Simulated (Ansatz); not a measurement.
Below is a relaxed structure of AlN. The cell was found from a structure generator's guess, not taken from experiment.

Method: Ansatz 0.2.0, DFT PBE, scalar-relativistic, plane waves, PAW. Cutoff 420 eV, Γ-centred mesh, Gaussian smearing, no spin polarisation.

```xyz
16
Lattice="3.1205 0.0000 0.0000 -1.5603 2.7025 0.0000 0.0000 0.0000 20.2233" Properties=species:S:1:pos:R:3 pbc="T T T"
Al    0.0000    1.8016   16.7355
Al    0.0000    0.0000   14.1966
Al    1.5603    0.9008    6.6442
Al    1.5603    0.9008   11.6788
Al    0.0000    0.0000    9.1612
Al    0.0000    1.8016    1.5672
Al    0.0000    0.0000    4.1062
Al    1.5603    0.9008   19.2734
N     1.5603    0.9008    0.9551
N     1.5603    0.9008   13.5839
N     0.0000    1.8016   18.6511
N     0.0000    0.0000    6.0219
N     0.0000    0.0000   16.1125
N     0.0000    0.0000   11.0661
N     0.0000    1.8016    3.4833
N     1.5603    0.9008    8.5490
```

Formation energies are uncorrected and refer to the elements' standard structures at the same level (N₂ as a molecule).

Q: What space group does it have?

A: P3m1 (No. 156). Conventional cell: a = 3.121 Å, c = 20.223 Å. Al on its first site is surrounded by 4 N at 1.91–1.92 Å; around Al on its second site lie 4 N at 1.90–1.92 Å; around Al on its third site lie 4 N at 1.90–1.91 Å; around N on its first site lie 4 Al at 1.90 Å; 12 more sites not described.

Q: How far does it lie from the elements in energy?

A: −1.357 eV/atom. Whether it is stable depends on the other phases of the system, which aren't compared here.

Q: Is it a metal?

A: No, the gap on the 12×12×2 mesh is 3.80 eV.

The last run used a 12×12×2 mesh (in the run's order of axes) for its 16-atom cell and Gaussian smearing of 0.02 eV. Kohn–Sham gaps at this level usually fall short of measured ones. A later test with randomly moved atoms came back to the same energy, though modes that don't fit the test's cell weren't probed.
